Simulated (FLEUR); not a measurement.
# Rh (Fm-3m) in FLEUR: a series of runs, part 2 of 2

FLEUR MaX-R8.1 (later development tree). The steps go on from the part before.

### Step 5. Equation of state, Wu-Cohen GGA, 13.67 Å³/atom

The input, inp.xml:

```xml
<?xml version="1.0" encoding="UTF-8" standalone="no"?>
<fleurInput fleurInputVersion="0.39">
   <comment>
      Rh                                                                                                  
   </comment>
   <calculationSetup>
      <cutoffs Kmax="4.26" Gmax="13.2" GmaxXC="13.2" numbands="0"/>
      <scfLoop itmax="60" minDistance="0.00001" maxIterBroyd="15" imix="Anderson" alpha="0.05" precondParam="0.0" spinf="2.0" sdNocoIR="T"/>
      <coreElectrons ctail="T" frcor="F" kcrel="0" coretail_lmax="0"/>
      <xcFunctional name="wc" relativisticCorrections="F"/>
      <magnetism jspins="1"/>
      <soc l_soc="F" theta="0.0" phi="0.0" spav="F"/>
      <expertModes spex="0" secvar="F"/>
      <geometryOptimization l_f="F" forcealpha="1.0" forcemix="BFGS" epsdisp="0.00001" epsforce="0.00001"/>
      <ldaU l_linMix="F" mixParam="0.05" spinf="1.0"/>
   </calculationSetup>
   <cell>
      <bzIntegration valenceElectrons="17.0" mode="hist" fermiSmearingEnergy="0.00183747">
         <kPointListSelection listName="default-1"/>
         <!-- k-points included here -->
         <xi:include xmlns:xi="http://www.w3.org/2001/XInclude" href="kpts.xml"> </xi:include>
      </bzIntegration>
      <!-- symmetry operations included here -->
      <xi:include xmlns:xi="http://www.w3.org/2001/XInclude" href="sym.xml"> </xi:include>
      <bulkLattice scale="1.0000000000">
         <bravaisMatrix>
            <row-1>    0.0000000000000000     3.5864167255721098     3.5864167255721098</row-1>
            <row-2>    3.5864167255721098     0.0000000000000000     3.5864167255721098</row-2>
            <row-3>    3.5864167255721098     3.5864167255721098     0.0000000000000000</row-3>
         </bravaisMatrix>
      </bulkLattice>
   </cell>
   <atomSpecies>
      <species name="Rhodium (Rh)" element="Rh" atomicNumber="45">
         <mtSphere radius="2.3" gridPoints="777" logIncrement="0.016"/>
         <atomicCutoffs lmax="9" lnonsphr="7"/>
         <electronConfig flipSpins="F">
            <coreConfig>(1s1/2) (2s1/2) (2p1/2) (2p3/2) (3s1/2) (3p1/2) (3p3/2) (3d3/2) (3d5/2)</coreConfig>
            <valenceConfig>(4s1/2) (4p1/2) (4p3/2) (5s1/2) (4d3/2) (4d5/2)</valenceConfig>
            <stateOccupation state="(5s1/2)" spinUp="0.500000" spinDown="0.500000"/>
            <stateOccupation state="(4d3/2)" spinUp="1.600000" spinDown="1.600000"/>
            <stateOccupation state="(4d5/2)" spinUp="2.400000" spinDown="2.400000"/>
         </electronConfig>
         <energyParameters s="5" p="5" d="4" f="4"/>
         <lo type="SCLO" l="0" n="4" eDeriv="0"/>
         <lo type="SCLO" l="1" n="4" eDeriv="0"/>
         <lo type="SCLO" l="1" n="4" eDeriv="1"/>
         <lo type="SCLO" l="2" n="4" eDeriv="2"/>
         <lo type="SCLO" l="3" n="4" eDeriv="2"/>
      </species>
   </atomSpecies>
   <atomGroups>
      <atomGroup species="Rhodium (Rh)">
         <relPos label="                   1">.0000000000 .0000000000 .0000000000</relPos>
         <force calculate="T" relaxXYZ="TTT"/>
      </atomGroup>
   </atomGroups>
   <output dos="F" band="F" slice="F">
      <checks vchk="F" cdinf="F"/>
      <bandDOS minEnergy="-.5*Htr" maxEnergy="0.5*Htr" sigma="0.015" storeEVData="T"/>
      <vacuumDOS vacdos="F" integ="F" star="F" nstars="0" locx1="0.0" locy1="0.0" locx2="0.0" locy2="0.0" nstm="0" tworkf="0.0"/>
      <unfoldingBand unfoldBand="F" supercellX="1" supercellY="1" supercellZ="1"/>
      <plotting iplot="0" polar="F">
         <plot TwoD="T" vec1="  1.0  0.0  0.0" vec2="  0.0  1.0  0.0" vec3="  0.0  0.0  1.0" zero="  0.0  0.0  0.0" file="plot"/>
      </plotting>
      <chargeDensitySlicing numkpt="0" minEigenval="0.0" maxEigenval="0.0" nnne="0" pallst="F"/>
      <specialOutput eonly="F"/>
      <moessbauerParams electricFieldGradient="T" isomerShift="T" coreHyperfine="T" valenceHyperfine="T"/>
      <magneticCircularDichroism mcd="F" energyLo="-10.0" energyUp="0.0"/>
   </output>
  <!-- We include the file relax.xml here to enable relaxations (see documentation) -->
  <xi:include xmlns:xi="http://www.w3.org/2001/XInclude" href="relax.xml"> <xi:fallback/> </xi:include>
</fleurInput>
```

The run is started by

```console
inpgen -f crystal.txt -profile fastHighL
# inp.xml edited to the form shown
fleur_MPI
```

It took 8.7 s on 1 thread of Arm Neoverse V2, shared host; peak memory 0.08 GiB.

The run converged. Its results:

* Free energy: -130196.3924 eV
* Band gap on the k mesh: none (metal or under the smearing width)
* Valence electrons inside the program's atomic spheres: Rh 15.19 (radii Rh 2.3 bohr)

### Step 6. Equation of state, Wu-Cohen GGA, 14.22 Å³/atom (volume scaled by 1.04)

inp.xml, as its differences from that of step 5:

```diff
@@ -24,3 +24,3 @@
       <xi:include xmlns:xi="http://www.w3.org/2001/XInclude" href="sym.xml"> </xi:include>
-      <bulkLattice scale="1.0000000000">
+      <bulkLattice scale="1.0131594038">
          <bravaisMatrix>
```

Potentials or basis: all-electron, FLAPW.

The run is started by

```console
inpgen -f crystal.txt -profile fastHighL
# inp.xml edited to the form shown
fleur_MPI
```

It took 8.4 s on 1 thread of Arm Neoverse V2, shared host; peak memory 0.08 GiB.

Results (log left out):

```
Free energy                                           : -130196.3692 eV
Band gap on the k mesh                                : none (metal or under the smearing width)
Valence electrons inside the program's atomic spheres : Rh 15.14 (radii Rh 2.3 bohr)
```

### Step 7. Equation of state, Wu-Cohen GGA, 14.49 Å³/atom (volume scaled by 1.06)

inp.xml, as its differences from that of step 6:

```diff
@@ -24,3 +24,3 @@
       <xi:include xmlns:xi="http://www.w3.org/2001/XInclude" href="sym.xml"> </xi:include>
-      <bulkLattice scale="1.0131594038">
+      <bulkLattice scale="1.0196128224">
          <bravaisMatrix>
```

The run is started by

```console
inpgen -f crystal.txt -profile fastHighL
# inp.xml edited to the form shown
fleur_MPI
```

Run time: 9.2 s. Hardware: 1 thread of Arm Neoverse V2, shared host; peak memory 0.08 GiB.

Results (log left out):

```
Free energy                                           : -130196.3458 eV
Band gap on the k mesh                                : none (metal or under the smearing width)
Valence electrons inside the program's atomic spheres : Rh 15.11 (radii Rh 2.3 bohr)
```

### Step 8. Equation of state, Wu-Cohen GGA

This step only gathers the single runs of the series.

What came out:

```yaml
Equilibrium_volume: 13.60 Å³/atom
Bulk_modulus: 292 GPa
Pressure_derivative_of_the_bulk_modulus: "5.1 (rough: it moves with the points fitted)"
```

Energy against volume, from the lowest point:
```tsv
volume (Å³/atom)	energy (meV/atom)
12.851	41.92
13.125	16.05
13.671	0.00
14.218	23.18
14.492	46.59
```

### Step 9. Band structure, Wu-Cohen GGA, spin-orbit coupling, no magnetisation

inp.xml, as its differences from that of step 7:

```diff
@@ -6,3 +6,3 @@
    <calculationSetup>
-      <cutoffs Kmax="4.26" Gmax="13.2" GmaxXC="13.2" numbands="0"/>
+      <cutoffs Kmax="4.17" Gmax="12.9" GmaxXC="12.9" numbands="all"/>
       <scfLoop itmax="60" minDistance="0.00001" maxIterBroyd="15" imix="Anderson" alpha="0.05" precondParam="0.0" spinf="2.0" sdNocoIR="T"/>
@@ -11,3 +11,3 @@
       <magnetism jspins="1"/>
-      <soc l_soc="F" theta="0.0" phi="0.0" spav="F"/>
+      <soc l_soc="T" theta="0.0" phi="0.0" spav="F"/>
       <expertModes spex="0" secvar="F"/>
@@ -24,3 +24,3 @@
       <xi:include xmlns:xi="http://www.w3.org/2001/XInclude" href="sym.xml"> </xi:include>
-      <bulkLattice scale="1.0196128224">
+      <bulkLattice scale="1.0">
          <bravaisMatrix>
@@ -34,3 +34,3 @@
       <species name="Rhodium (Rh)" element="Rh" atomicNumber="45">
-         <mtSphere radius="2.3" gridPoints="777" logIncrement="0.016"/>
+         <mtSphere radius="2.35" gridPoints="777" logIncrement="0.016"/>
          <atomicCutoffs lmax="9" lnonsphr="7"/>
```

The input, crystal.txt:

```
Rh
&input cartesian=F /
0.0000000000  1.8978500000  1.8978500000
1.8978500000  0.0000000000  1.8978500000
1.8978500000  1.8978500000  0.0000000000
1.8897261246
1.0 1.0 1.0

1
45 0.0000000000  0.0000000000  0.0000000000

&soc 0.0 0.0 /
&kpt div1=9 div2=9 div3=9 gamma=T /
```

The input, inp.xml (bands):

```
<?xml version="1.0" encoding="UTF-8" standalone="no"?>
<fleurInput fleurInputVersion="0.39">
   <comment>
      Rh                                                                                                  
   </comment>
   <calculationSetup>
      <cutoffs Kmax="4.17" Gmax="12.9" GmaxXC="12.9" numbands="all"/>
      <scfLoop itmax="60" minDistance="0.00001" maxIterBroyd="15" imix="Anderson" alpha="0.05" precondParam="0.0" spinf="2.0" sdNocoIR="T"/>
      <coreElectrons ctail="T" frcor="F" kcrel="0" coretail_lmax="0"/>
      <xcFunctional name="wc" relativisticCorrections="F"/>
      <magnetism jspins="1"/>
      <soc l_soc="T" theta="0.0" phi="0.0" spav="F"/>
      <expertModes spex="0" secvar="F"/>
      <geometryOptimization l_f="F" forcealpha="1.0" forcemix="BFGS" epsdisp="0.00001" epsforce="0.00001"/>
      <ldaU l_linMix="F" mixParam="0.05" spinf="1.0"/>
   </calculationSetup>
   <cell>
      <bzIntegration valenceElectrons="17.0" mode="hist" fermiSmearingEnergy="0.00183747">
         <kPointListSelection listName="path-1"/>
         <!-- k-points included here -->
         <xi:include xmlns:xi="http://www.w3.org/2001/XInclude" href="kpts.xml"> </xi:include>
      </bzIntegration>
      <!-- symmetry operations included here -->
      <xi:include xmlns:xi="http://www.w3.org/2001/XInclude" href="sym.xml"> </xi:include>
      <bulkLattice scale="1.0">
         <bravaisMatrix>
            <row-1>    0.0000000000000000     3.5864167255721098     3.5864167255721098</row-1>
            <row-2>    3.5864167255721098     0.0000000000000000     3.5864167255721098</row-2>
            <row-3>    3.5864167255721098     3.5864167255721098     0.0000000000000000</row-3>
         </bravaisMatrix>
      </bulkLattice>
   </cell>
   <atomSpecies>
      <species name="Rhodium (Rh)" element="Rh" atomicNumber="45">
         <mtSphere radius="2.35" gridPoints="777" logIncrement="0.016"/>
         <atomicCutoffs lmax="9" lnonsphr="7"/>
         <electronConfig flipSpins="F">
            <coreConfig>(1s1/2) (2s1/2) (2p1/2) (2p3/2) (3s1/2) (3p1/2) (3p3/2) (3d3/2) (3d5/2)</coreConfig>
            <valenceConfig>(4s1/2) (4p1/2) (4p3/2) (5s1/2) (4d3/2) (4d5/2)</valenceConfig>
            <stateOccupation state="(5s1/2)" spinUp="0.500000" spinDown="0.500000"/>
            <stateOccupation state="(4d3/2)" spinUp="1.600000" spinDown="1.600000"/>
            <stateOccupation state="(4d5/2)" spinUp="2.400000" spinDown="2.400000"/>
         </electronConfig>
         <energyParameters s="5" p="5" d="4" f="4"/>
         <lo type="SCLO" l="0" n="4" eDeriv="0"/>
         <lo type="SCLO" l="1" n="4" eDeriv="0"/>
         <lo type="SCLO" l="1" n="4" eDeriv="1"/>
         <lo type="SCLO" l="2" n="4" eDeriv="2"/>
         <lo type="SCLO" l="3" n="4" eDeriv="2"/>
      </species>
   </atomSpecies>
   <atomGroups>
      <atomGroup species="Rhodium (Rh)">
         <relPos label="                   1">.0000000000 .0000000000 .0000000000</relPos>
         <force calculate="T" relaxXYZ="TTT"/>
      </atomGroup>
   </atomGroups>
   <output dos="F" band="T" slice="F">
      <checks vchk="F" cdinf="F"/>
      <bandDOS minEnergy="-.5*Htr" maxEnergy="0.5*Htr" sigma="0.015" storeEVData="T"/>
      <vacuumDOS vacdos="F" integ="F" star="F" nstars="0" locx1="0.0" locy1="0.0" locx2="0.0" locy2="0.0" nstm="0" tworkf="0.0"/>
      <unfoldingBand unfoldBand="F" supercellX="1" supercellY="1" supercellZ="1"/>
      <plotting iplot="0" polar="F">
         <plot TwoD="T" vec1="  1.0  0.0  0.0" vec2="  0.0  1.0  0.0" vec3="  0.0  0.0  1.0" zero="  0.0  0.0  0.0" file="plot"/>
      </plotting>
      <chargeDensitySlicing numkpt="0" minEigenval="0.0" maxEigenval="0.0" nnne="0" pallst="F"/>
      <specialOutput eonly="F"/>
      <moessbauerParams electricFieldGradient="T" isomerShift="T" coreHyperfine="T" valenceHyperfine="T"/>
      <magneticCircularDichroism mcd="F" energyLo="-10.0" energyUp="0.0"/>
   </output>
  <!-- We include the file relax.xml here to enable relaxations (see documentation) -->
  <xi:include xmlns:xi="http://www.w3.org/2001/XInclude" href="relax.xml"> <xi:fallback/> </xi:include>
</fleurInput>
```

Potentials or basis: all-electron, FLAPW.

The run is started by

```console
inpgen -f crystal.txt -profile fastHighL
# inp.xml edited to the form shown
fleur_MPI
fleur_MPI   # second run, on inp.xml (bands)
```

What it wrote:

```text
Welcome to FLEUR        (www.flapw.de)
      MaX-Release 8.1          (www.max-centre.eu)

 ========== k-point set info ==========
 Selected k-point list: default-1
 k-point list type: mesh
 9 x 9 x 9
 Number of k points: 105

 ------------Calculation Setup---------------------------
 Number of MPI-tasks      :            1
 Number of PE/node        :            1
 Number of OMP-threads    :            1
 Most efficient MPI parallelization for:
           1           3           5           7          15          21          35         105
 Additional eigenvalue parallelization possible
 Number of basis functions:          156
 Approximate size of matrices (H+S) per k-point:         0.000 GB
 --------------------------------------------------------
 Iteration:     1   Distance:      18.31676818 me/bohr^3
 Iteration:     2   Distance:      16.07337958 me/bohr^3
 Iteration:     3   Distance:       5.62879019 me/bohr^3
 Iteration:     4   Distance:       5.44394414 me/bohr^3
 Iteration:     5   Distance:       1.45569008 me/bohr^3
 Iteration:     6   Distance:       0.30952900 me/bohr^3
 Iteration:     7   Distance:       0.12399094 me/bohr^3
 Iteration:     8   Distance:       0.02045099 me/bohr^3
 Iteration:     9   Distance:       0.00357737 me/bohr^3
 Iteration:    10   Distance:       0.00058593 me/bohr^3
 Iteration:    11   Distance:       0.00048691 me/bohr^3
 Iteration:    12   Distance:       0.00002249 me/bohr^3
 Iteration:    13   Distance:       0.00003019 me/bohr^3
 Iteration:    14   Distance:       0.00000237 me/bohr^3

 ********************************************************************
 Run finished successfully
 Stop message:
   all done
 ********************************************************************
```

output (bands):

```text
Welcome to FLEUR        (www.flapw.de)
      MaX-Release 8.1          (www.max-centre.eu)

 ========== k-point set info ==========
 Selected k-point list: path-1
 k-point list type: path
 Number of k points: 60

 ------------Calculation Setup---------------------------
 Number of MPI-tasks      :            1
 Number of PE/node        :            1
 Number of OMP-threads    :            1
 Most efficient MPI parallelization for:
           1           2           3           4           5           6          10          12          15          20          30          60
 Additional eigenvalue parallelization possible
 Number of basis functions:          160
 Approximate size of matrices (H+S) per k-point:         0.000 GB
 --------------------------------------------------------
 Fermi energy correction for metals:
 Fermi energy in bands.* files may not be consistent with last density.
 Please correct it manually (e.g. in band.gnu file).

 Note: Band structure data (together with different weights) is also stored in the banddos.hdf file.
       A convenient way of extracting and plotting the data from that file is by making use of the

 ********************************************************************
 Run finished successfully
 Stop message:
   Charge density postprocessing done.
 ********************************************************************
```

out.xml (last iteration):

```text
<iteration numberForCurrentRun="   14" overallNumber="   14">
         <energyParameters units="Htr">
            <atomicEP atomType="1" spin="1" branch="5s" branchLowest="-2.35" branchHighest="2.33" value="0.3533442079"/>
            <atomicEP atomType="1" spin="1" branch="5p" branchLowest="-1.14" branchHighest="3.07" value="0.4800213220"/>
            <atomicEP atomType="1" spin="1" branch="4d" branchLowest="-10.39" branchHighest="0.70" value="0.4193623523"/>
            <atomicEP atomType="1" spin="1" branch="4f" branchLowest="-9.99" branchHighest="2.61" value="0.7689655165"/>
            <loAtomicEP atomType="1" spin="1" branch="4s" branchLowest="-21.25" branchHighest="-2.35" value="-2.3674259885"/>
            <loAtomicEP atomType="1" spin="1" branch="4p" branchLowest="-17.07" branchHighest="-1.14" value="-1.1911294061"/>
            <loAtomicEP atomType="1" spin="1" branch="4p" branchLowest="-17.07" branchHighest="-1.14" value="-1.1911294061"/>
            <loAtomicEP atomType="1" spin="1" branch="4d" branchLowest="-10.39" branchHighest="0.70" value="0.4154089657"/>
            <loAtomicEP atomType="1" spin="1" branch="4f" branchLowest="-9.99" branchHighest="2.61" value="0.7689670315"/>
         </energyParameters>
         <eigenvalues>
[... 264 lines left out ...]
            </sumOfEigenvalues>
            <densityCoulombPotentialIntegral value="-7654.6995709239"/>
            <densityEffectivePotentialIntegral value="-7835.7810886055"/>
            <chargeDenXCDenIntegral value="-138.3251060153"/>
            <FockExchangeEnergyValence value="0.0000000000"/>
            <FockExchangeEnergyCore value="0.0000000000"/>
            <atomTypeDependentContributions atomType="1">
               <electronNucleiInteractionDifferentMTs value="5780.2274845475"/>
               <MadelungTerm value="-26.3351024820"/>
            </atomTypeDependentContributions>
            <tkbTimesEntropy value="0.0002819129"/>
            <freeEnergy value="-4784.6370270778"/>
            <extrapolationTo0K value="-4784.6368861213"/>
         </totalEnergy>
         <densityConvergence units="me/bohr^3">
            <chargeDensity spin="1" distance="0.0000023664"/>
         </densityConvergence>
      </iteration>
```

Wall time 3.2 min (1 thread of Arm Neoverse V2, shared host); peak memory 0.13 GiB.

Results:

```
Free energy                                           : -130196.6062 eV
Band gap along the path                               : none (metal or under the smearing width)
Valence electrons inside the program's atomic spheres : Rh 15.37 (radii Rh 2.35 bohr)
```

Levels at the corners of the path, in eV from the Fermi level:
```tsv
point	band 14	band 15	band 16	band 17	band 18	band 19
Γ	-3.17	-2.91	-2.91	-0.93	-0.93	-0.93
X	0.57	0.95	0.95	1.20	1.20	3.26
W	-3.78	-1.17	-1.17	1.07	1.07	9.47
K	-2.05	-0.65	-0.65	0.45	0.45	7.91
Γ	-3.17	-2.91	-2.91	-0.93	-0.93	-0.93
L	-3.01	0.55	0.55	0.72	0.72	0.73
U	-2.05	-0.65	-0.65	0.45	0.45	7.91
W	-3.78	-1.17	-1.17	1.07	1.07	9.47
L	-3.01	0.55	0.55	0.72	0.72	0.73
K	-2.05	-0.65	-0.65	0.45	0.45	7.91
U	-2.05	-0.65	-0.65	0.45	0.45	7.91
X	0.57	0.95	0.95	1.20	1.20	3.26
```

Core levels (eV from the Fermi level):
```csv
atom,levels
1 Rh,"1s1/2 -23019.5, 2s1/2 -3333.6, 2p1/2 -3086.9, 2p3/2 -2942.3, 3s1/2 -592.6, 3p1/2 -496.0, 3p3/2 -471.2, 3d3/2 -299.9, 3d5/2 -295.0"
```

### Step 10. Against experiment

Step 8. Against the measured bulk modulus of Rh, 264 GPa (quoted in “Thermal equation of state of rhodium characterized by XRD in a resistively heated diamond anvil cell”, 2024, pmc:11535440), the calculated 292 GPa is off by +10.8 %. The fit is for a static lattice scaled at fixed shape and fixed fractional positions.
